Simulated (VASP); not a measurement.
# C (P6_3/mmc) in VASP: notebook, part 2 of 3

VASP 6.6.1. The steps go on from the part before.

## Step 3: Relaxation of cell and atoms, r2SCAN

This run uses another cell than the first one, of 9.09 Å³/atom, 0.884 times its volume.

INCAR

```
SYSTEM = C
ALGO = Normal
EDIFF = 1E-7
EDIFFG = -0.002
ENCUT = 520
IBRION = 2
ISIF = 3
ISMEAR = 0
KPAR = 4
LASPH = .TRUE.
LCHARG = .FALSE.
LMIXTAU = .TRUE.
LREAL = .FALSE.
LWAVE = .FALSE.
METAGGA = R2SCAN
NELM = 80
NSW = 80
PREC = Accurate
SIGMA = 0.02
```

KPOINTS

```
k-points
0
G
  15 15 4
  0 0 0
```

POSCAR

```
C                                       
1.0
    2.4575146242      0.0000000000     -0.0000000000
   -1.2287573121      2.1282700950      0.0000000000
   -0.0000000000      0.0000000000      6.9524395831
  C             
     4
Direct
     0.0000000000000000    0.0000000000000000    0.2500000000000000
     0.0000000000000000    0.0000000000000000    0.7500000000000000
     0.3333333300000021    0.6666666699999979    0.2500000000000000
     0.6666666699999979    0.3333333300000021    0.7500000000000000
```

Potentials or basis: VASP PAW PBE potentials, release 64 (C).

Command:

```sh
cat potpaw_PBE.64/C/POTCAR > POTCAR
mpirun -np 4 vasp_std > vasp.out
```

OUTCAR:

```text
SYSTEM = C
   EDIFF = 1E-7
   EDIFFG = -0.002
   ENCUT = 520
   IBRION = 2
   ISIF = 3
   ISMEAR = 0
   LASPH = .TRUE.
   LREAL = .FALSE.
   METAGGA = R2SCAN
   NELM = 80
   NSW = 80
   PREC = Accurate

 ion  position               nearest neighbor table
   1  0.000  0.000  0.250-   3 1.42   3 1.42   3 1.42
   2  0.000  0.000  0.750-   4 1.42   4 1.42   4 1.42
   3  0.333  0.667  0.250-   1 1.42   1 1.42   1 1.42
   4  0.667  0.333  0.750-   2 1.42   2 1.42   2 1.42

  LATTYP: Found a hexagonal cell.
 ALAT       =     2.4575146242
 C/A-ratio  =     2.8290531884

  Lattice vectors:

 A1 = (   2.4575146242,   0.0000000000,   0.0000000000)
 A2 = (  -1.2287573121,   2.1282700950,   0.0000000000)
 A3 = (   0.0000000000,   0.0000000000,   6.9524395831)

Analysis of symmetry for initial positions (statically):
=====================================================================
 Subroutine PRICEL returns:
 Original cell was already a primitive cell.

 Routine SETGRP: Setting up the symmetry group for a
 hexagonal supercell.

 Subroutine GETGRP returns: Found 24 space group operations
 (whereof 12 operations were pure point group operations)
 out of a pool of 24 trial point group operations.

The static configuration has the point symmetry D_3d.
 The point group associated with its full space group is D_6h.

Analysis of symmetry for dynamics (positions and initial velocities):
=====================================================================
 Subroutine PRICEL returns:
 Original cell was already a primitive cell.

 Routine SETGRP: Setting up the symmetry group for a
 hexagonal supercell.

 Subroutine GETGRP returns: Found 24 space group operations
 (whereof 12 operations were pure point group operations)
 out of a pool of 24 trial point group operations.

The dynamic configuration has the point symmetry D_3d.
 The point group associated with its full space group is D_6h.

 Subroutine INISYM returns: Found 24 space group operations
 (whereof 12 operations are pure point group operations),
 and found     1 'primitive' translations

----------------------------------------------------------------------------------------

                                     Primitive cell

  volume of cell :      36.3630

  direct lattice vectors                    reciprocal lattice vectors
     2.457514624  0.000000000  0.000000000     0.406915178  0.234932587  0.000000000
    -1.228757312  2.128270095  0.000000000     0.000000000  0.469865175  0.000000000
     0.000000000  0.000000000  6.952439583     0.000000000  0.000000000  0.143834403

  length of vectors
     2.457514624  2.457514624  6.952439583     0.469865175  0.469865175  0.143834403

  position of ions in fractional coordinates (direct lattice)
     0.000000000  0.000000000  0.250000000
     0.000000000  0.000000000  0.750000000
     0.333333330  0.666666670  0.250000000
     0.666666670  0.333333330  0.750000000

  ion indices of the primitive-cell ions
   primitive index   ion index
                 1           1
                 2           2
                 3           3
                 4           4

----------------------------------------------------------------------------------------
[... 71 lines left out ...]
   LREAL  =      F    real-space projection
   EDIFFG = -.2E-02   stopping-criterion for IOM
   NSW    =     80    number of steps for IOM
   IBRION =      2    ionic relax: 0-MD 1-quasi-New 2-CG
   NFREE  =      1    steps in history (QN), initial steepest desc. (CG)
   ISIF   =      3    stress and relaxation
   ISYM   =      2    0-nonsym 1-usesym 2-fastsym
   POTIM  = 0.5000    time-step for ionic-motion
   TEBEG  =    0.0;   TEEND  =   0.0 temperature during run
   PSTRESS=    0.0 pullay stress
   NELECT =      16.0000    total number of electrons
   NUPDOWN=      -1.0000    fix difference up-down
   EMIN   =  10.00;   EMAX   =-10.00  energy-range for DOS
   EFERMI =   0.00;   METHOD = LEGACY
   ISMEAR =     0;   SIGMA  =   0.02  broadening in eV -4-tet -1-fermi 0-gaus
   EFERMI_NEDOS =   21; number of points for ismear=-14 and -15
   IALGO  =     38    algorithm
   IMIX   =      4    mixing-type and parameters
     AMIX     =   0.40;   BMIX     =  1.00
     AMIX_MAG =   1.60;   BMIX_MAG =  1.00
  volume/ion in A,a.u.               =       9.09        61.35
  Fermi-wavevector in a.u.,A,eV,Ry     =   1.245169  2.353027 21.095080  1.550445
  Thomas-Fermi vector in A             =   2.379403
   LORBIT       =      0    0 simple, 1 ext, 2 COOP (PROOUT), +10 PAW based schemes
   METAGGA = R2SCAN    functional components
   LHFCALC =     F    Hartree Fock is set to
   AEXX    =    0.0000 exact exchange contribution
   IVDW    =     0    specifies the selected vdW correction
   LEPSILON=     F    determine dielectric tensor
   LRPA    =     F    only Hartree local field effects (RPA)
 conjugate gradient relaxation of ions
 non-spin polarized calculation
 Gauss-broadening in eV      SIGMA  =   0.02
  energy-cutoff  :      520.00
  volume of cell :       36.36
 maximum number of plane-waves:      1002
   NGX =  9   NGY =  9   NGZ = 25

--------------------------------------- Ionic step        1  -------------------------------------------

 number of electron      15.9999996 magnetization

 Free energy of the ion-electron system (eV)
  ---------------------------------------------------
  ext. energy  EPLUGINS =         0.00000000
  ---------------------------------------------------
  free energy    TOTEN  =       -39.74827112 eV

  energy without entropy =      -39.74805159  energy(sigma->0) =      -39.74816135

------------------------ aborting loop because EDIFF is reached ----------------------------------------

  FORCE on cell =-STRESS in cart. coord.  units (eV):
  Direction    XX          YY          ZZ          XY          YZ          ZX
  --------------------------------------------------------------------------------------
  -------------------------------------------------------------------------------------
  Total        0.0448243      0.0448243      0.0653589     -0.0000000     -0.0000000     -0.0000000
  in kB        1.9749842      1.9749842      2.8797542     -0.0000000     -0.0000000     -0.0000000
  external PRESSURE =       2.2765742 kB  Pullay stress =       0.0000000 kB
[... 95 lines left out ...]
  FREE ENERGIE OF THE ION-ELECTRON SYSTEM (eV)
  ---------------------------------------------------
  free  energy   TOTEN  =       -39.7482921119 eV

  energy  without entropy=      -39.7480724347  energy(sigma->0) =      -39.74818227

[... ionic steps 4 to 11 ...]

--------------------------------------- Ionic step       12  -------------------------------------------

 number of electron      15.9999994 magnetization

------------------------ aborting loop because EDIFF is reached ----------------------------------------
[... 71 lines left out ...]
--------------------------------------- Ionic step       14  -------------------------------------------

 number of electron      15.9999995 magnetization

 Free energy of the ion-electron system (eV)
  ---------------------------------------------------
  ext. energy  EPLUGINS =         0.00000000
  ---------------------------------------------------
  free energy    TOTEN  =       -39.74849734 eV

  energy without entropy =      -39.74827229  energy(sigma->0) =      -39.74838481

 E-fermi :   4.2841     XC(G=0): -10.8179

 val. band max:        4.2829282486   @ k =   0.3333   0.3333   0.2500
 cond. band min:       4.2882452923   @ k =   0.3333   0.3333   0.5000
 fundamental gap:      0.0053170437
 Fermi energy:         4.2841070588

 k-point     1 :       0.0000    0.0000    0.0000
  band No.  band energies     occupation
      1     -16.6341      2.00000
      2     -16.4264      2.00000
      3      -4.5665      2.00000
      4      -2.9683      2.00000
      5       1.0742      2.00000
      6       1.0742      2.00000
      7       1.0861      2.00000
      8       1.0861      2.00000
      9       8.3481      0.00000
     10      12.9904      0.00000
     11      12.9904      0.00000
     12      13.0266      0.00000
[... 331 lines left out ...]
 k-point    24 :       0.4000    0.2000    0.0000
  band No.  band energies     occupation
      1     -10.3988      2.00000
      2     -10.3260      2.00000
      3      -9.2318      2.00000
      4      -9.1862      2.00000
      5      -5.1310      2.00000
      6      -5.0621      2.00000
      7       2.3645      2.00000
      8       2.9092      2.00000
      9       5.6846      0.00000
     10       5.8412      0.00000
     11      15.4333      0.00000
     12      15.9901      0.00000

 [... further k-points ...]
[... 5 lines left out ...]
  --------------------------------------------------------------------------------------
  -------------------------------------------------------------------------------------
  Total        0.0077653      0.0077653     -0.0015228      0.0000000      0.0000000      0.0000000
  in kB        0.3388465      0.3388465     -0.0664474      0.0000000      0.0000000      0.0000000
  external PRESSURE =       0.2037485 kB  Pullay stress =       0.0000000 kB
[... 19 lines left out ...]
  FREE ENERGIE OF THE ION-ELECTRON SYSTEM (eV)
  ---------------------------------------------------
  free  energy   TOTEN  =       -39.7484973366 eV

  energy  without entropy=      -39.7482722917  energy(sigma->0) =      -39.74838481

 reached required accuracy - stopping structural energy minimisation
```

Run time: 3.1 min. Hardware: 4 MPI ranks of Intel Xeon 6975P-C (Granite Rapids), shared host; peak memory 0.15 GiB.

Results:

| Item | Value |
| --- | --- |
| Free energy | -39.7485 eV |
| Relaxed volume | 9.18 Å³/atom |
| Relaxed cell | a = 2.458 Å, b = 2.458 Å, c = 7.018 Å, α = 90.00°, β = 90.00°, γ = 120.00° |
| Space group after relaxing (to 0.05 Å) | P6_3/mmc (No. 194) |
| Energy gained by relaxing | 0.1 meV/atom |
| Ionic steps | 14 |
| Pressure after relaxing | 0.0 GPa |
| Band gap on the k mesh | none (metal or under the smearing width) |

The path:
```csv
step,energy change (eV),largest force (eV/Å),pressure (GPa),volume (Å³)
1,0.0000,0.0000,0.23,36.36
2,0.0000,0.0000,-0.25,36.43
3,0.0000,0.0000,-0.01,36.40
4,-0.0001,0.0000,0.08,36.42
5,-0.0001,0.0000,0.21,36.44
6,-0.0001,0.0000,0.47,36.50
7,-0.0001,0.0000,0.33,36.47
8,-0.0001,0.0000,0.33,36.48
9,-0.0001,0.0000,0.30,36.50
10,-0.0002,0.0000,0.24,36.55
11,-0.0002,0.0000,0.13,36.63
12,-0.0002,0.0000,-0.10,36.81
13,-0.0002,0.0000,0.03,36.71
14,-0.0002,0.0000,0.02,36.72
```

Final structure:
```
C
1.0
     2.45790    0.00000    0.00000
    -1.22895    2.12860    0.00000
     0.00000    0.00000    7.01792
C
4
Cartesian
  2.4579 0.0000 1.7545
  -1.2289 2.1286 5.2634
  0.0000 1.4191 1.7545
  1.2289 0.7095 5.2634
```

Caveat: the PAW data sets were made with another functional, which shifts forces and pressure a little.

(Continued in part 3 of 3.)
